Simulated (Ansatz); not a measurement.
**ZnS: a test of stability by relaxation**

Aim: for ZnS, disturb the structure and relax it again.

Method: DFT r2SCAN, scalar-relativistic, plane waves, PAW, in Ansatz 0.2.0.

2 further runs of the same task are left out: 2 set aside as unsound or not needed.

### 1 The structure to begin with

The structure is cubic, space group F-43m (No. 216). The conventional cell has a = 5.389 Å, b = 5.389 Å, c = 5.389 Å, α = 90.00°, β = 90.00°, γ = 90.00°. Zn (site symmetry -43m) is surrounded by 4 S at 2.33 Å. S (site symmetry -43m) has 4 Zn at 2.33 Å as nearest neighbours.

As a file:

```cif
data_structure
_symmetry_space_group_name_H-M 'F-43m'
_symmetry_Int_Tables_number 216
_cell_length_a 5.3890
_cell_length_b 5.3890
_cell_length_c 5.3890
_cell_angle_alpha 90.000
_cell_angle_beta 90.000
_cell_angle_gamma 90.000
_cell_volume 156.51
loop_
_atom_site_label
_atom_site_type_symbol
_atom_site_symmetry_multiplicity
_atom_site_Wyckoff_symbol
_atom_site_fract_x
_atom_site_fract_y
_atom_site_fract_z
_atom_site_occupancy
Zn1 Zn 4 a 0.00000 0.00000 0.00000 1
S1 S 4 d 0.25000 0.75000 0.25000 1
```

It is built from the cell relaxed beforehand with the same method (19.56 Å³/atom).

### 2 The reference cell

The cell is repeated 2 times, 4 atoms in all. The reference gives a free energy of -8466.8992 eV, pressure 0.01 GPa, largest force 0.000 eV/Å and gap on the mesh 2.70 eV. It was computed beforehand with the settings of the runs below.

### 3 The disturbance

Atom 4 moved 0.30 Å. Displacements in the unstrained cell, with the mean shift removed:

```tsv
atom	ux (Å)	uy (Å)	uz (Å)
Zn1	0.019	0.054	0.049
Zn2	0.019	0.054	0.049
S3	0.019	0.054	0.049
S4	-0.058	-0.161	-0.146
```

### 4 Single point of the disturbed structure

Contents of input.yaml:

```yaml
crystal:
  lattice:
    - [0.0, -2.6945131942, -2.6945131942]
    - [0.0, 2.6945131942, -2.6945131942]
    - [5.3890263884, 0.0, 0.0]
  atoms:
    - { symbol: Zn, position: [0.4810032044, 0.500899951, 0.5035837916] }
    - { symbol: Zn, position: [-0.0189967956, 0.000899951, 0.0035837916] }
    - { symbol: S, position: [-0.0189967956, 0.500899951, 0.2535837916] }
    - { symbol: S, position: [0.5569903868, -0.0026998531, 0.7392486253] }
basis:
  ecutwfc: 500
kpoints:
  mp_grid: { grid: [6, 6, 4] }
hamiltonian:
  xc: r2scan
scf:
  occupations: { method: gaussian, width: 0.05 }
output:
  forces: true
  stress: true
  eigenvalues: true
```

Launch:

```console
$ ansatz run input.yaml --threads 1 --pin off --max-ram 2560MiB --backend cpu --events-out ev --progress --plain --runs-dir out
```

Standard output, shortened:

```text
Warning: RAYON_NUM_THREADS=1 ignored (pool sized by the plan → 1); use --threads N
[...]
Pseudopotentials: kind: paw
Pseudopotential: Zn, paw, valence charge 12, recommended cutoff 500 eV (meta_gga), Zn.paw.azcp
Pseudopotential: S, paw, valence charge 6, recommended cutoff 500 eV (meta_gga), S.paw.azcp
Functional definition: r2SCAN
[...]
Crystal: 4 atoms, lattice volume = 78.253 Å³
Basis set: ecut = 500 eV, 1947 PW (Γ), exchange–correlation on 120×120×160 points (64 copies of the dense FFT grid, shifted against one another)
Bands: 22, of which v1, the nominal top of the filled ones, is band 18 counted from 1 (17 counted from 0)
Symmetry: 1 space group operations
Space group: P1 (ITA 1), of the structure as read, at distance tolerance 4.3e-5 Å
k-points: 76 of 144 (time reversal used)
[...]
SCF iter   1: F=—  HF=-8466.610672 eV  |F-HF|=—  |Δ(HF+E_count)|=         —  Δρ=1.54e-2  dr2=9.26e-2  dr2_τ=1.44e-2  ethr=1.77e-3  ⟨swp⟩=6.4  Hψ=8421  notcnv=0
[...]
SCF iter   8: F=-8466.607710 eV  HF=-8466.607710 eV  |F-HF|=1.49e-8  |Δ(HF+E_count)|=   1.30e-7  Δρ=6.62e-6  dr2=3.82e-8  dr2_τ=5.15e-10  ethr=2.78e-10  ⟨swp⟩=6.0  Hψ=8358  notcnv=0
[...]
SCF converged after 8 iterations
Free energy (F): -8466.607710 eV
[...]
E sigma→0 (E₀):  -8466.607710 eV
Fermi energy:    7.000627 eV
[...]
--- Forces (eV/Å), atoms counted from 1 ---
  atom   1  Zn    -0.10234329    -0.08288322     0.04746428
  atom   2  Zn     0.55725142    -0.94577497    -0.94810592
  atom   3  S     -0.24328588    -0.39284457    -0.35514743
  atom   4  S     -0.21162657     1.42149019     1.25578996
[...]
--- Stress (GPa, compression-positive) ---
        2.274377      -1.867061      -2.158798
       -1.867061       0.905203       0.341327
       -2.158798       0.341327       1.046863
  P = ⅓ Tr σ = 1.4088 GPa (14.088 kbar)
--- Band table (eV; the first three rows and the last of 76) ---
  k-point 0: bands = ["-8.1611", "-6.8450", "-1.1213", "-0.9934", "-0.9745", "-0.8649", "-0.6165", "-0.6052", "-0.4408", "-0.4235", "-0.3380", "-0.2001", "0.9271", "3.2633", "3.4534", "5.4362", "5.6294", "5.7146", "8.2867", "9.3313", "10.1733", "12.4404"]
[...]
```

It took 13 s on 1 thread of Intel Xeon 6975P-C (Granite Rapids), shared host; peak memory 0.55 GiB.

### 5 Relaxing from there

input.yaml: that of step 4 with these lines changed.

```diff
@@ -22 +22,6 @@
   eigenvalues: true
+relax:
+  adjacent_minimum: "off"
+  f_tol: 0.01
+  max_steps: 80
+  cell: { stress_tol: 0.1 }
```

Launch:

```console
$ ansatz run input.yaml --threads 1 --pin off --max-ram 2560MiB --backend cpu --events-out ev --progress --plain --runs-dir out
```

Standard output:

```text
Warning: RAYON_NUM_THREADS=1 ignored (pool sized by the plan → 1); use --threads N
Engine: ansatz 0.2.0, x86_64-unknown-linux-gnu
[... 4 set-up lines as earlier in the session ...]
  parameter k0 = 0.174
  parameter k1 = 0.065
  parameter a1 = 4.9479
  exchange = r2scan_x(k0 = k0, k1 = k1, a1 = a1)
  correlation = r2scan_c
Crystal: 4 atoms, lattice volume = 78.253 Å³
Basis set: ecut = 500 eV, 1947 PW (Γ), exchange–correlation on 120×120×160 points (64 copies of the dense FFT grid, shifted against one another)
Bands: 22, of which v1, the nominal top of the filled ones, is band 18 counted from 1 (17 counted from 0)
[... 2 set-up lines as earlier in the session ...]
k-points: 76 of 144 (time reversal used)
Non-local potential: Zn, projectors of the file, l = 0: 2, l = 1: 2, l = 2: 3, l = 3: 1
Non-local potential: S, projectors of the file, l = 0: 2, l = 1: 2, l = 2: 2
PAW form: soft (Blöchl's): semilocal exchange-correlation on the pseudo side does not see the compensation charge
PAW frozen core: Zn, regenerated for the run's functional (the file was generated under x = pbe(κ = 0.804, μ = 0.2195149727645171), c = pbe(β = 0.06672455060314922))
PAW frozen core: S, regenerated for the run's functional (the file was generated under x = pbe(κ = 0.804, μ = 0.2195149727645171), c = pbe(β = 0.06672455060314922))
PAW one-centre angular grid: Zn, 590 points (default); XC on 261 of its mesh's 2673 points in the sphere
PAW one-centre angular grid: S, 302 points (default); XC on 160 Gauss nodes
Initial density: superposition of atomic densities (neutral atoms: chi_scale 0, normalization atom), corrected by the library's trained network
Initial wavefunctions: pseudopotential atomic-orbital guess
Functional: x = r2scan, c = r2scan; τ floored in thin density (d = 2e-4 eV/Å³)
SCF iter   1: F=—  HF=-8466.610672 eV  |F-HF|=—  |Δ(HF+E_count)|=         —  Δρ=1.54e-2  dr2=9.26e-2  dr2_τ=1.44e-2  ethr=1.77e-3  ⟨swp⟩=6.4  Hψ=8421  notcnv=0
preconditioner: auto → Resta (q_TF=auto, 2.397 Å⁻¹)  ε∞=5.9  [insulator: Δε(μ)=2.543 eV  Ē_g=11.429 eV  σ=0.050 eV  W_gap=1.00  n_scr=20 (ndim 8)  ℏωp=25.2 eV  f_vac=0.025  D(μ)=0.00/eV (n_scr^D=0)  ε∞_Penn≈5.9]
SCF iter   2: F=—  HF=-8466.611308 eV  |F-HF|=—  |Δ(HF+E_count)|=   6.36e-4  Δρ=2.37e-3  dr2=2.63e-3  dr2_τ=5.23e-4  ethr=2.57e-4  ⟨swp⟩=2.5  Hψ=3862  notcnv=0
SCF iter   3: F=—  HF=-8466.608005 eV  |F-HF|=—  |Δ(HF+E_count)|=   3.30e-3  Δρ=3.24e-3  dr2=3.81e-3  dr2_τ=2.89e-5  ethr=7.30e-6  ⟨swp⟩=2.0  Hψ=3195  notcnv=0
SCF iter   4: F=—  HF=-8466.607676 eV  |F-HF|=—  |Δ(HF+E_count)|=   3.29e-4  Δρ=6.75e-4  dr2=1.94e-4  dr2_τ=6.83e-6  ethr=7.30e-6  ⟨swp⟩=2.0  Hψ=2828  notcnv=0
SCF iter   5: F=—  HF=-8466.607704 eV  |F-HF|=—  |Δ(HF+E_count)|=   2.80e-5  Δρ=1.58e-4  dr2=1.66e-5  dr2_τ=4.84e-7  ethr=5.38e-7  ⟨swp⟩=2.0  Hψ=3040  notcnv=0
SCF iter   6: F=—  HF=-8466.607711 eV  |F-HF|=—  |Δ(HF+E_count)|=   6.82e-6  Δρ=6.87e-5  dr2=2.35e-6  dr2_τ=1.58e-8  ethr=4.61e-8  ⟨swp⟩=2.4  Hψ=3065  notcnv=0
SCF iter   7: F=—  HF=-8466.607710 eV  |F-HF|=—  |Δ(HF+E_count)|=   6.92e-7  Δρ=2.73e-5  dr2=4.02e-7  dr2_τ=4.40e-9  ethr=6.53e-9  ⟨swp⟩=2.0  Hψ=2886  notcnv=0
SCF iter   8: F=-8466.607710 eV  HF=-8466.607710 eV  |F-HF|=1.49e-8  |Δ(HF+E_count)|=   1.30e-7  Δρ=6.62e-6  dr2=3.82e-8  dr2_τ=5.15e-10  ethr=2.78e-10  ⟨swp⟩=6.0  Hψ=8344  notcnv=0
SCF 1 converged in 8 iterations: F = -8466.607710 eV  dr2 = 3.82e-8
relax step   1: F+E_penalty+E_count = -8466.60771000 eV  Δ(F+E_penalty+E_count) = +0.000e0 eV  max|allowed force component| = 1.421e0 eV/Å  Δτ_max = 0.0000 Å  P = +1.409 GPa  Ω = 78.253 Å³  (8 SCF iters, dr2 threshold 1.00e-7 eV, accepted)
Crystal: 4 atoms, lattice volume = 78.243 Å³
Basis set: ecut = 500 eV, 1951 PW (Γ), exchange–correlation on 120×120×160 points (64 copies of the dense FFT grid, shifted against one another)
Initial density: handed on by an earlier stage of this run
Initial wavefunctions: those handed on with the density
iter 1 solved again at ethr=6.01e-5 eV; its pass at ethr=3.10e-3 eV (dr2=2.16e-2 eV) is discarded
SCF iter   1: F=—  HF=-8466.793970 eV  |F-HF|=—  |Δ(HF+E_count)|=         —  Δρ=6.92e-3  dr2=2.20e-2  dr2_τ=1.03e-1  ethr=6.01e-5  ⟨swp⟩=1.2  Hψ=9760  notcnv=0
preconditioner: auto → Resta (q_TF=auto, 2.397 Å⁻¹)  ε∞=6.0  [insulator: Δε(μ)=2.561 eV  Ē_g=11.271 eV  σ=0.050 eV  W_gap=1.00  n_scr=20 (ndim 8)  ℏωp=25.2 eV  f_vac=0.023  D(μ)=0.00/eV (n_scr^D=0)  ε∞_Penn≈6.0]
SCF iter   2: F=—  HF=-8466.822109 eV  |F-HF|=—  |Δ(HF+E_count)|=   2.81e-2  Δρ=3.85e-3  dr2=6.70e-3  dr2_τ=1.30e-4  ethr=6.01e-5  ⟨swp⟩=2.0  Hψ=3344  notcnv=0
SCF iter   3: F=—  HF=-8466.823236 eV  |F-HF|=—  |Δ(HF+E_count)|=   1.13e-3  Δρ=9.24e-4  dr2=4.77e-4  dr2_τ=1.89e-5  ethr=1.86e-5  ⟨swp⟩=3.0  Hψ=3257  notcnv=0
SCF iter   4: F=—  HF=-8466.823420 eV  |F-HF|=—  |Δ(HF+E_count)|=   1.83e-4  Δρ=6.08e-4  dr2=1.69e-4  dr2_τ=4.02e-6  ethr=1.32e-6  ⟨swp⟩=2.0  Hψ=2904  notcnv=0
SCF iter   5: F=—  HF=-8466.823369 eV  |F-HF|=—  |Δ(HF+E_count)|=   5.05e-5  Δρ=1.89e-4  dr2=2.16e-5  dr2_τ=5.56e-7  ethr=4.71e-7  ⟨swp⟩=2.0  Hψ=2873  notcnv=0
SCF iter   6: F=—  HF=-8466.823390 eV  |F-HF|=—  |Δ(HF+E_count)|=   2.10e-5  Δρ=4.11e-5  dr2=1.27e-6  dr2_τ=3.17e-8  ethr=6.01e-8  ⟨swp⟩=2.0  Hψ=3040  notcnv=0
SCF iter   7: F=-8466.823391 eV  HF=-8466.823391 eV  |F-HF|=5.75e-9  |Δ(HF+E_count)|=   9.76e-7  Δρ=1.13e-5  dr2=1.11e-7  dr2_τ=2.79e-9  ethr=1.11e-9  ⟨swp⟩=6.1  Hψ=8277  notcnv=0
SCF 2 converged in 7 iterations: F = -8466.823391 eV  dr2 = 1.11e-7
relax step   2: F+E_penalty+E_count = -8466.82339112 eV  Δ(F+E_penalty+E_count) = -2.157e-1 eV  max|allowed force component| = 7.482e-1 eV/Å  Δτ_max = 0.1352 Å  P = +0.438 GPa  Ω = 78.243 Å³  energy of the carried Pulay correction = +2.371e-6 eV  (7 SCF iters, dr2 threshold 4.00e-7 eV, accepted)
Crystal: 4 atoms, lattice volume = 78.299 Å³
iter 1 solved again at ethr=7.73e-5 eV; its pass at ethr=3.10e-3 eV (dr2=2.78e-2 eV) is discarded
SCF iter   1: F=—  HF=-8466.851458 eV  |F-HF|=—  |Δ(HF+E_count)|=         —  Δρ=7.22e-3  dr2=2.81e-2  dr2_τ=7.65e-2  ethr=7.73e-5  ⟨swp⟩=1.0  Hψ=9423  notcnv=0
preconditioner: auto → Resta (q_TF=auto, 2.397 Å⁻¹)  ε∞=6.0  [insulator: Δε(μ)=2.663 eV  Ē_g=11.277 eV  σ=0.050 eV  W_gap=1.00  n_scr=20 (ndim 8)  ℏωp=25.2 eV  f_vac=0.024  D(μ)=0.00/eV (n_scr^D=0)  ε∞_Penn≈6.0]
SCF iter   2: F=—  HF=-8466.898594 eV  |F-HF|=—  |Δ(HF+E_count)|=   4.71e-2  Δρ=3.24e-3  dr2=4.58e-3  dr2_τ=1.68e-4  ethr=7.73e-5  ⟨swp⟩=2.2  Hψ=3335  notcnv=0
SCF iter   3: F=—  HF=-8466.898860 eV  |F-HF|=—  |Δ(HF+E_count)|=   2.67e-4  Δρ=9.36e-4  dr2=4.94e-4  dr2_τ=9.41e-6  ethr=1.27e-5  ⟨swp⟩=2.0  Hψ=3139  notcnv=0
SCF iter   4: F=—  HF=-8466.899102 eV  |F-HF|=—  |Δ(HF+E_count)|=   2.42e-4  Δρ=5.53e-4  dr2=1.54e-4  dr2_τ=2.10e-6  ethr=1.37e-6  ⟨swp⟩=2.0  Hψ=2900  notcnv=0
SCF iter   5: F=—  HF=-8466.899080 eV  |F-HF|=—  |Δ(HF+E_count)|=   2.23e-5  Δρ=1.70e-4  dr2=1.82e-5  dr2_τ=3.28e-7  ethr=4.29e-7  ⟨swp⟩=2.0  Hψ=2877  notcnv=0
SCF iter   6: F=—  HF=-8466.899086 eV  |F-HF|=—  |Δ(HF+E_count)|=   5.46e-6  Δρ=3.22e-5  dr2=7.22e-7  dr2_τ=3.58e-8  ethr=5.04e-8  ⟨swp⟩=2.0  Hψ=2921  notcnv=0
SCF iter   7: F=-8466.899087 eV  HF=-8466.899087 eV  |F-HF|=2.83e-7  |Δ(HF+E_count)|=   1.25e-6  Δρ=2.05e-5  dr2=2.11e-7  dr2_τ=4.45e-9  ethr=1.11e-9  ⟨swp⟩=6.3  Hψ=8771  notcnv=0
SCF 3 converged in 7 iterations: F = -8466.899087 eV  dr2 = 2.11e-7
relax step   3: F+E_penalty+E_count = -8466.89908660 eV  Δ(F+E_penalty+E_count) = -7.570e-2 eV  max|allowed force component| = 5.934e-3 eV/Å  Δτ_max = 0.0886 Å  P = -0.038 GPa  Ω = 78.299 Å³  energy of the carried Pulay correction = -1.057e-5 eV  (7 SCF iters, dr2 threshold 4.00e-7 eV, accepted)
Crystal: 4 atoms, lattice volume = 78.262 Å³
iter 1 solved again at ethr=3.13e-8 eV; its pass at ethr=3.10e-3 eV (dr2=1.13e-5 eV) is discarded
SCF iter   1: F=—  HF=-8466.899078 eV  |F-HF|=—  |Δ(HF+E_count)|=         —  Δρ=1.80e-4  dr2=1.35e-5  dr2_τ=4.24e-5  ethr=3.13e-8  ⟨swp⟩=3.0  Hψ=10197  notcnv=0
preconditioner: auto → Resta (q_TF=auto, 2.397 Å⁻¹)  ε∞=6.0  [insulator: Δε(μ)=2.701 eV  Ē_g=11.270 eV  σ=0.050 eV  W_gap=1.00  n_scr=20 (ndim 8)  ℏωp=25.2 eV  f_vac=0.024  D(μ)=0.00/eV (n_scr^D=0)  ε∞_Penn≈6.0]
SCF iter   2: F=—  HF=-8466.899152 eV  |F-HF|=—  |Δ(HF+E_count)|=   7.39e-5  Δρ=1.04e-4  dr2=6.13e-6  dr2_τ=8.12e-8  ethr=3.13e-8  ⟨swp⟩=2.0  Hψ=3040  notcnv=0
SCF iter   3: F=—  HF=-8466.899154 eV  |F-HF|=—  |Δ(HF+E_count)|=   1.70e-6  Δρ=3.87e-5  dr2=9.56e-7  dr2_τ=2.19e-8  ethr=1.70e-8  ⟨swp⟩=2.7  Hψ=3091  notcnv=0
SCF iter   4: F=—  HF=-8466.899154 eV  |F-HF|=—  |Δ(HF+E_count)|=   4.31e-7  Δρ=2.68e-5  dr2=3.44e-7  dr2_τ=7.93e-9  ethr=2.65e-9  ⟨swp⟩=2.0  Hψ=3036  notcnv=0
SCF iter   5: F=-8466.899154 eV  HF=-8466.899154 eV  |F-HF|=2.59e-8  |Δ(HF+E_count)|=   1.68e-7  Δρ=6.29e-6  dr2=2.15e-8  dr2_τ=6.10e-10  ethr=8.81e-11  ⟨swp⟩=3.6  Hψ=7855  notcnv=0
SCF 4 converged in 5 iterations: F = -8466.899154 eV  dr2 = 2.15e-8
relax step   4: F+E_penalty+E_count = -8466.89915426 eV  Δ(F+E_penalty+E_count) = -6.765e-5 eV  max|allowed force component| = 7.705e-5 eV/Å  Δτ_max = 0.0016 Å  P = -0.000 GPa  Ω = 78.262 Å³  energy of the carried Pulay correction = -2.059e-6 eV  (5 SCF iters, dr2 threshold 3.17e-8 eV, accepted)
Initial wavefunctions: pseudopotential atomic-orbital guess (no wavefunctions were taken with the density)
iter 1 solved again at ethr=1.90e-7 eV; its pass at ethr=3.10e-3 eV (dr2=6.83e-5 eV) is discarded
SCF iter   1: F=—  HF=-8466.899152 eV  |F-HF|=—  |Δ(HF+E_count)|=         —  Δρ=6.52e-6  dr2=2.15e-8  dr2_τ=1.25e-9  ethr=1.90e-7  ⟨swp⟩=3.1  Hψ=12711  notcnv=0
eigensolver tolerance schedule: the retry pair's looser diagonalisation over-reported the residual by 3177.14 of it (diagonalisation noise at 0.24 of the residual, at the tolerance the schedule requests for it); recorded, not acted on — ethr = c·dr2/N_el stays at c = 1.0e-1
preconditioner: auto → Resta (q_TF=auto, 2.397 Å⁻¹)  ε∞=6.0  [insulator: Δε(μ)=2.700 eV  Ē_g=11.270 eV  σ=0.050 eV  W_gap=1.00  n_scr=20 (ndim 8)  ℏωp=25.2 eV  f_vac=0.024  D(μ)=0.00/eV (n_scr^D=0)  ε∞_Penn≈6.0]
SCF iter   2: F=—  HF=-8466.899153 eV  |F-HF|=—  |Δ(HF+E_count)|=   1.59e-6  Δρ=4.57e-6  dr2=1.10e-8  dr2_τ=2.39e-10  ethr=5.97e-11  ⟨swp⟩=3.2  Hψ=3881  notcnv=0
SCF iter   3: F=—  HF=-8466.899153 eV  |F-HF|=—  |Δ(HF+E_count)|=   1.21e-8  Δρ=2.52e-6  dr2=3.71e-9  dr2_τ=6.84e-11  ethr=3.05e-11  ⟨swp⟩=2.0  Hψ=2874  notcnv=0
SCF iter   4: F=—  HF=-8466.899153 eV  |F-HF|=—  |Δ(HF+E_count)|=   1.30e-9  Δρ=8.97e-7  dr2=3.42e-10  dr2_τ=2.04e-11  ethr=1.03e-11  ⟨swp⟩=2.0  Hψ=3012  notcnv=0
SCF iter   5: F=-8466.899153 eV  HF=-8466.899153 eV  |F-HF|=2.55e-11  |Δ(HF+E_count)|=  1.09e-11  Δρ=4.01e-7  dr2=7.26e-11  dr2_τ=1.27e-12  ethr=1.00e-12  ⟨swp⟩=4.5  Hψ=6225  notcnv=0
SCF 5 converged in 5 iterations: F = -8466.899153 eV  dr2 = 7.26e-11
relax step   5: F+E_penalty+E_count = -8466.89915313 eV  Δ(F+E_penalty+E_count) = +1.128e-6 eV  max|allowed force component| = 9.609e-5 eV/Å  Δτ_max = 0.0000 Å  P = -0.001 GPa  Ω = 78.262 Å³  stress off target by 1.94e-2 GPa  SCF on the basis re-selected at this cell (its energy is not comparable with the rows above)  (5 SCF iters)
basis re-selected at this cell: Δ(F+E_penalty+E_count) = +1.128e-6 eV, ΔP = -0.000 GPa vs the last step (what re-selecting the basis moved, of the pressure what is left beyond the Pulay correction that the steps carried, after the strain that the cell walked since its last selection, with what the two solves' SCF thresholds leave and, on support functions, any second-order correction that the steps lacked; it is no measure of the basis error at this ecutwfc). This SCF's stress stands 1.94e-2 GPa from its target on what of the cell is left free (relax.cell.stress_tol is 1.00e-1 GPa) and its largest allowed force component is 9.61e-5 eV/Å (relax.f_tol is 1.00e-2 eV/Å): within both
SCF converged after 5 iterations
Free energy (F): -8466.899153 eV
Harris-Foulkes:  -8466.899153 eV  (|F-HF|=2.55e-11)
Internal energy: -8466.899153 eV  (E = F + TS)
E sigma→0 (E₀):  -8466.899153 eV
Fermi energy:    6.969433 eV
--- Per-component energies (eV) ---
  E_band       = -2.235071
  E_kinetic    = 475.125954
  E_local      = -4082.442374  (includes V_loc(G=0)·N_el)
  E_nonlocal   = 1293.183206
  E_hartree    = 1712.838385
  E_xc         = -431.602528
  E_vxc        = -296.494759  (∫ρ·V_xc dr)
  E_paw        = -4919.788603  (= ΣΔE_a)
  E_vpaw       = -831.954914  (= ΣTr[D̂ρ^β])
  E_aug_tail   = -0.000151  (compensation charges beyond the density's cutoff)
  E_vtau       = 14.671690  (kinetic-family band-sum trace: ∫τ·v_τ [+ j·A + Jᵃ·Aᵃ] dr)
  E_ewald      = -2513.628270
  E_core_change = -0.584771  (= ΣΔE_core)
  E_smearing   = -0.000000  (= −TS)
  E_closure    = 0.000000  (closes the sum)
  Σ components = -8466.899153   (vs F -8466.899153, Δ=0.00e0)
--- Forces (eV/Å), atoms counted from 1 ---
  atom   1  Zn    -0.00008255    -0.00003306    -0.00002407
  atom   2  Zn    -0.00009646    -0.00006787    -0.00007158
  atom   3  S      0.00008693     0.00002069     0.00002263
  atom   4  S      0.00009059     0.00007771     0.00007062
  max |Σ_I F_I| component: 2.52e-6 eV/Å
--- Stress (GPa, compression-positive) ---
        0.007788      -0.009451      -0.009960
       -0.009451      -0.005269      -0.007526
       -0.009960      -0.007526      -0.004547
  P = ⅓ Tr σ = -0.0007 GPa (-0.007 kbar)
--- Band table (eV; the first three rows and the last of 76) ---
  k-point 0: bands = ["-8.1193", "-6.8301", "-0.9255", "-0.9137", "-0.9136", "-0.9131", "-0.5461", "-0.5460", "-0.3647", "-0.3646", "-0.2854", "-0.1410", "0.9713", "3.2996", "3.3011", "5.6156", "5.6165", "5.6192", "8.3196", "9.3194", "10.0838", "12.4793"]
  k-point 1: bands = ["-7.9573", "-7.0517", "-0.9429", "-0.9317", "-0.8721", "-0.8721", "-0.6159", "-0.6158", "-0.3813", "-0.3531", "-0.3266", "-0.2970", "1.6816", "3.5899", "3.5914", "4.5941", "5.1929", "5.1939", "9.4644", "9.6481", "10.3667", "11.7461"]
  k-point 2: bands = ["-7.5335", "-7.5335", "-0.9571", "-0.9571", "-0.7575", "-0.7575", "-0.7575", "-0.7575", "-0.4044", "-0.4044", "-0.3251", "-0.3251", "3.0498", "3.0498", "4.3319", "4.3319", "4.3331", "4.3331", "10.5184", "10.5184", "10.6874", "10.6874"]
  k-point 75: bands = ["-6.8253", "-6.8253", "-0.7678", "-0.7678", "-0.6046", "-0.6046", "-0.4291", "-0.4291", "-0.4075", "-0.4075", "0.0449", "0.0449", "0.9369", "0.9369", "2.7659", "2.7659", "2.7973", "2.7973", "11.6537", "11.6537", "12.2379", "12.2379"]
--- Relaxed structure (4 steps of the walk, 4 accepted, 1 SCFs on fresh bases) ---
  F+E_penalty+E_count = -8466.89915313 eV   max|allowed force component| = 9.609e-5 eV/Å   (the final SCF, on the basis selected at the relaxed cell)
  cell:  # Å, volume = 78.2619 Å³
    - [-0.0005124581645558209, -2.69555386048497, -2.6955090814710294]
    - [-1.3417467955841283e-5, 2.695167833425577, -2.6951230544116367]
    - [5.386341835977709, 0.0004990406965999797, 0.0005258756325116623]
  atoms:
    - { symbol: Zn, position: [0.5000333691794018, 0.4999994296097574, 0.4999884420336599] }
    - { symbol: Zn, position: [3.1654601011773124e-5, -1.1294882661645424e-6, -1.1325573475675817e-5] }
    - { symbol: S, position: [-3.3042457963428085e-5, 0.5000007798728295, 0.25001146685091935] }
    - { symbol: S, position: [0.4999680186775499, 9.199056792974503e-7, 0.7500114167888963] }
```

Run time: 65 s. Hardware: 1 thread of Intel Xeon 6975P-C (Granite Rapids), shared host; peak memory 0.57 GiB.

Step by step:

```
step  E - E(step 1) (eV/cell)  largest force component (eV/Å)  pressure (GPa)  volume (Å³)
   1                   0.0000                          1.4215            1.41        78.25
   2                  -0.2157                          0.7482            0.44        78.24
   3                  -0.2914                          0.0059           -0.04        78.30
   4                  -0.2914                          0.0001            0.00        78.26
   5                  -0.2914                          0.0001            0.00        78.26
```

Step 1 is the start. Step 5 repeats the geometry before it on a plane-wave basis chosen anew for that cell, so its energy need not be comparable with the rows above.

|  | before | after | change |
| --- | --- | --- | --- |
| a (Å) | 3.811 | 3.812 | 0.0 % |
| b (Å) | 3.811 | 3.812 | 0.0 % |
| c (Å) | 5.389 | 5.386 | 0.0 % |
| β (°) | 90.00 | 90.02 | 0.0 % |
| volume (Å³/atom) | 19.56 | 19.57 | 0.0 % |
| shortest distance (Å) | 2.154 | 2.334 | +8.3 % |
| space group (0.01 Å) | P1 | F-43m | changed |

### 6 Summary of results

| quantity | value |
| --- | --- |
| cost of the disturbance | 72.9 meV/atom |
| end of the relaxation, from the reference | +0.0 meV/atom |
| final space group | F-43m (tolerance 0.05 Å; reference F-43m) |
| volume change | +0.01 % |

What this shows: The relaxation returns to the undisturbed structure, within 1.5 meV/atom: a sign of a true local minimum against this disturbance.
